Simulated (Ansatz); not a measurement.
# Bi: pressure against volume

Bi, R-3m, a = 4.582 Å, c = 12.169 Å. Ansatz: PBE, PAW, 420 eV, Γ-centred 12×12×12 mesh on 2 atoms, Gaussian smearing 0.10 eV; no spin polarisation. Shape and atoms are relaxed at each volume; pressure is positive in compression.

| V (Å³/atom) | P (GPa) |
| --- | --- |
| 34.660 | ? |
| 35.766 | 0.94 |
| 36.872 | 0.01 |
| 37.979 | -0.68 |
| 39.085 | -1.18 |

Task: Take V0 = 36.872 Å³/atom, count pressures from its P0 = 0.01 GPa, fit the third-order Birch–Murnaghan form to the other rows, and predict the missing pressure.

Result: With the Eulerian strain f = ½[(V0/V)^(2/3) − 1] and y = (P − P0)/[3f(1 + 2f)^(5/2)], the form is the line y = B0 + 1.5 B0 (B0′ − 4) f. Rows (f, y): 0.01026, 28.72; -0.00976, 24.76; -0.01906, 22.94. Means f = -0.006187, y = 25.473; Σ(Δf)² = 0.0004490, ΣΔfΔy = 0.08856; the slope is their ratio. y = 26.69 + 197.2 f GPa, so B0 = 26.7 GPa and B0′ = 4 + 2 × (197.2)/(3 × 26.69) = 8.93. At V = 34.660, f = 0.02105, y = 30.841 and P = 2.17 GPa. The run gave 2.10 GPa, so the fit is 0.07 GPa too high, 2.1 % of the span of the series, against an rms of 0.000 GPa on the fitted rows. The row lies outside the fitted range. The records show no cause, and too few rows are left to test a further term. A B0′ outside 2 to 8 is unusual except in layered or molecular crystals, and here it hangs on few rows.

Spin–orbit coupling is left out, which can shift energies with elements as heavy as these.